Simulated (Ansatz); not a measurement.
An Ansatz input:

```yaml
crystal:
  lattice:
    - [0.0, 2.7552626645, 2.7552626645]
    - [2.7552626645, 0.0, 2.7552626645]
    - [2.7552626645, 2.7552626645, 0.0]
  atoms:
    - { symbol: Mn, position: [0.125, 0.125, 0.125], spin: 2.622 }
    - { symbol: Mn, position: [0.875, 0.875, 0.875], spin: -2.622 }
hamiltonian:
  xc: rpbe
  pseudopotentials:
    kind: paw
    azcp:
      Mn: "pseudopotentials/Mn.paw.azcp"
basis:
  ecutwfc: 420
  fft_grid_basis: typed
kpoints:
  mp_grid: { grid: [12, 12, 12], shift: [0, 0, 0] }
magnetization:
  spin_polarized: true
scf:
  occupations: { method: fermi_dirac, width: 0.05 }
  lower_state_search: "off"
output:
  stress: true
```

and its output:

```
Engine: ansatz 0.2.0, aarch64-unknown-linux-gnu
Pseudopotentials: kind: paw
Pseudopotential: Mn, paw, valence charge 15, recommended cutoff 420 eV (normal) 
Functional definition: RPBE
  parameter kappa = 0.804
  parameter beta = 0.06672455060314922
  exchange = rpbe_x(kappa = kappa, mu = beta*pi^2/3)
  correlation = pbe_c(beta = beta)
Crystal: 2 atoms, lattice volume = 41.833 Å³
Basis set: ecut = 420 eV, 869 PW (Γ)
Bands: 22, of which v1, the nominal top of the filled ones, is band 15 counted from 1 (14 counted from 0)
Symmetry: 24 space group operations
Space group: F-43m (ITA 216), of the structure as read, at distance tolerance 3.5e-5 Å
Magnetic group: BNS 227.130 (UNI 1632), of the structure as read, at distance tolerance 3.5e-5 Å
k-points: 72 of 1728 (time reversal used)
Non-local potential: Mn, projectors of the file, l = 0: 3, l = 1: 2, l = 2: 3, l = 3: 1
PAW form: soft (Blöchl's): semilocal exchange-correlation on the pseudo side does not see the compensation charge
PAW frozen core: Mn, regenerated for the run's functional, and the local potential with it (the file was generated under x = pbe(κ = 0.804, μ = 0.2195149727645171), c = pbe(β = 0.06672455060314922))
PAW one-centre angular grid: Mn, 590 points (default); XC on 64 Gauss nodes
Initial density: superposition of atomic densities (chi_scale 0.1, normalization cell)
Starting moments: Σ|m| = 5.244 μB on 2 of 2 sites
Starting magnetic order: antiferromagnet; an inversion exchanges its spin sublattices: spin-degenerate at every k-point
Initial wavefunctions: pseudopotential atomic-orbital guess
Functional: x = rpbe, c = pbe(β = 0.06672455060314922)
iter 1 solved again at ethr=2.30e-3 eV; its pass at ethr=3.10e-3 eV (dr2=6.89e-1 eV) is discarded
SCF iter   1: F=—  HF=-7804.057178 eV  |F-HF|=—  |Δ(HF+E_count)|=         —  Δρ=2.90e-2 (↑2.90e-2 ↓2.90e-2)  dr2=6.91e-1  dr2_m=1.78e-1  M=0.000 μB ∫|m|=5.535 μB  β_m=1.00  ethr=2.30e-3  ⟨swp⟩=1.0  Hψ=16397  notcnv=0
spin=Collinear: Kerker preconditioning applied to the charge; magnetization (m = ρ↑ − ρ↓) channel mixes plain (no charge-response kernel on spin).
SCF iter   2: F=—  HF=-7804.230691 eV  |F-HF|=—  |Δ(HF+E_count)|=   1.74e-1  Δρ=1.84e-2 (↑1.84e-2 ↓1.84e-2)  dr2=2.84e-1  dr2_m=6.79e-2  M=-0.000 μB ∫|m|=5.944 μB  β_m=1.00  ethr=2.30e-3  ⟨swp⟩=2.4  Hψ=5146  notcnv=0
SCF iter   3: F=—  HF=-7804.265108 eV  |F-HF|=—  |Δ(HF+E_count)|=   3.44e-2  Δρ=9.59e-3 (↑9.59e-3 ↓9.59e-3)  dr2=7.65e-2  dr2_m=1.78e-2  M=0.000 μB ∫|m|=6.148 μB  β_m=1.00  ethr=9.47e-4  ⟨swp⟩=2.0  Hψ=4620  notcnv=0
SCF iter   4: F=—  HF=-7804.316669 eV  |F-HF|=—  |Δ(HF+E_count)|=   5.16e-2  Δρ=5.75e-3 (↑5.75e-3 ↓5.73e-3)  dr2=4.19e-3  dr2_m=1.06e-2  M=-0.000 μB ∫|m|=6.295 μB  β_m=1.00  ethr=2.55e-4  ⟨swp⟩=2.2  Hψ=5467  notcnv=0
SCF iter   5: F=—  HF=-7804.366777 eV  |F-HF|=—  |Δ(HF+E_count)|=   5.01e-2  Δρ=3.83e-3 (↑3.80e-3 ↓3.83e-3)  dr2=2.01e-3  dr2_m=4.60e-3  M=0.000 μB ∫|m|=6.386 μB  β_m=1.00  ethr=1.40e-5  ⟨swp⟩=2.2  Hψ=5217  notcnv=0
SCF iter   6: F=—  HF=-7804.404743 eV  |F-HF|=—  |Δ(HF+E_count)|=   3.80e-2  Δρ=2.61e-3 (↑2.61e-3 ↓2.38e-3)  dr2=3.98e-4  dr2_m=2.26e-3  M=-0.000 μB ∫|m|=6.450 μB  β_m=1.00  ethr=6.69e-6  ⟨swp⟩=2.0  Hψ=6480  notcnv=0
SCF iter   7: F=—  HF=-7804.428464 eV  |F-HF|=—  |Δ(HF+E_count)|=   2.37e-2  Δρ=2.22e-3 (↑2.00e-3 ↓2.22e-3)  dr2=8.52e-5  dr2_m=1.65e-3  M=0.000 μB ∫|m|=6.501 μB  β_m=0.30  ethr=1.33e-6  ⟨swp⟩=2.0  Hψ=5340  notcnv=0
Mixer restart at iter 7: flushing history
spin-set hold released at iteration 7 (site moments contracting): the magnetisation degrees of freedom join the quasi-Newton model from the next iteration; the mixer history was flushed
SCF iter   8: F=—  HF=-7804.447094 eV  |F-HF|=—  |Δ(HF+E_count)|=   1.86e-2  Δρ=2.99e-3 (↑2.99e-3 ↓2.74e-3)  dr2=1.16e-4  dr2_m=3.10e-3  M=-0.000 μB ∫|m|=6.534 μB  β_m=0.53  ethr=2.84e-7  ⟨swp⟩=2.0  Hψ=5949  notcnv=0
SCF iter   9: F=—  HF=-7804.470239 eV  |F-HF|=—  |Δ(HF+E_count)|=   2.31e-2  Δρ=5.26e-3 (↑4.19e-4 ↓5.26e-3)  dr2=1.32e-2  dr2_m=2.47e-3  M=0.010 μB ∫|m|=6.643 μB  β_m=0.67  ethr=2.84e-7  ⟨swp⟩=2.8  Hψ=6800  notcnv=0
SCF iter  10: F=—  HF=-7804.472524 eV  |F-HF|=—  |Δ(HF+E_count)|=   2.29e-3  Δρ=6.36e-3 (↑6.36e-3 ↓2.95e-3)  dr2=3.77e-2  dr2_m=1.18e-3  M=-0.017 μB ∫|m|=6.682 μB  β_m=0.57  ethr=2.84e-7  ⟨swp⟩=2.9  Hψ=7363  notcnv=0  defer=1  recentre
SCF iter  11: F=—  HF=-7804.470461 eV  |F-HF|=—  |Δ(HF+E_count)|=   2.06e-3  Δρ=7.82e-4 (↑5.44e-4 ↓7.82e-4)  dr2=1.17e-4  dr2_m=1.30e-4  M=0.000 μB ∫|m|=6.698 μB  β_m=0.52  ethr=2.84e-7  ⟨swp⟩=2.6  Hψ=7139  notcnv=0  defer=2
SCF iter  12: F=—  HF=-7804.470467 eV  |F-HF|=—  |Δ(HF+E_count)|=   6.11e-6  Δρ=1.11e-4 (↑1.11e-4 ↓1.07e-4)  dr2=2.66e-5  dr2_m=1.17e-6  M=-0.000 μB ∫|m|=6.707 μB  β_m=0.66  ethr=2.84e-7  ⟨swp⟩=2.5  Hψ=5507  notcnv=0  defer=2
SCF iter  13: F=—  HF=-7804.470465 eV  |F-HF|=—  |Δ(HF+E_count)|=   1.66e-6  Δρ=5.85e-5 (↑5.79e-5 ↓5.85e-5)  dr2=9.31e-6  dr2_m=2.55e-7  M=-0.000 μB ∫|m|=6.708 μB  β_m=0.83  ethr=8.85e-8  ⟨swp⟩=1.0  Hψ=3167  notcnv=0  defer=2
SCF iter  14: F=—  HF=-7804.470465 eV  |F-HF|=—  |Δ(HF+E_count)|=   6.14e-7  Δρ=3.14e-5 (↑3.06e-5 ↓3.14e-5)  dr2=1.04e-6  dr2_m=9.32e-9  M=0.000 μB ∫|m|=6.709 μB  β_m=0.92  ethr=3.10e-8  ⟨swp⟩=2.0  Hψ=4166  notcnv=0  defer=2
SCF iter  15: F=—  HF=-7804.470465 eV  |F-HF|=—  |Δ(HF+E_count)|=   7.08e-8  Δρ=8.52e-6 (↑8.07e-6 ↓8.52e-6)  dr2=1.10e-7  dr2_m=1.07e-9  M=-0.000 μB ∫|m|=6.708 μB  β_m=0.96  ethr=3.46e-9  ⟨swp⟩=2.1  Hψ=4379  notcnv=0  defer=2
SCF iter  16: F=-7804.470465 eV  HF=-7804.470465 eV  |F-HF|=3.65e-9  |Δ(HF+E_count)|=   7.25e-9  Δρ=1.89e-6 (↑1.80e-6 ↓1.89e-6)  dr2=3.51e-9  dr2_m=5.58e-10  M=-0.000 μB ∫|m|=6.708 μB  ethr=3.33e-10  ⟨swp⟩=3.3  Hψ=8232  notcnv=0
SCF 1 converged in 16 iterations: F = -7804.470465 eV  dr2 = 3.51e-9
SCF converged after 16 iterations
Magnetization: -0.0000 μB (15.0000 up, 15.0000 down)
Absolute magnetization: 6.7085 μB (∫|ρ↑−ρ↓|, with the PAW one-centre terms)
Spin contamination: 2.7750 ħ² per cell (⟨S²⟩ above its minimum at these occupations)
Per-site moments (μB) at R_I (Å): [(3.0415251275602944, 0.9842775778917677), (-3.0415252346339576, 0.9842775778917677)]
Free energy (F): -7804.470465 eV
Harris-Foulkes:  -7804.470465 eV  (|F-HF|=3.65e-9)
Internal energy: -7804.462713 eV  (E = F + TS)
E sigma→0 (E₀):  -7804.466589 eV
Entropy (-TS):   -0.007752 eV (-3.876 meV/atom)
Fermi energy:    9.384082 eV
--- Per-component energies (eV) ---
  E_band       = -654.116283
  E_kinetic    = 602.004378
  E_local      = -4926.390946  (includes V_loc(G=0)·N_el)
  E_nonlocal   = 490.286704
  E_hartree    = 2034.581140
  E_xc         = -223.346402
  E_vxc        = -284.853308  (∫ρ·V_xc dr)
  E_paw        = -2614.323571  (= ΣΔE_a)
  E_vpaw       = -604.327601  (= ΣTr[D̂ρ^β])
  E_aug_tail   = -0.000019  (compensation charges beyond the density's cutoff)
  E_ewald      = -3167.174621
  E_core_change = -0.099375  (= ΣΔE_core)
  E_smearing   = -0.007752  (= −TS)
  E_closure    = 0.000000  (closes the sum)
  Σ components = -7804.470465   (vs F -7804.470465, Δ=0.00e0)
--- Stress (GPa, compression-positive) ---
       -3.002405      -0.000000       0.000000
        0.000000      -3.002405      -0.000000
        0.000000      -0.000000      -3.002405
  P = ⅓ Tr σ = -3.0024 GPa (-30.024 kbar)
```
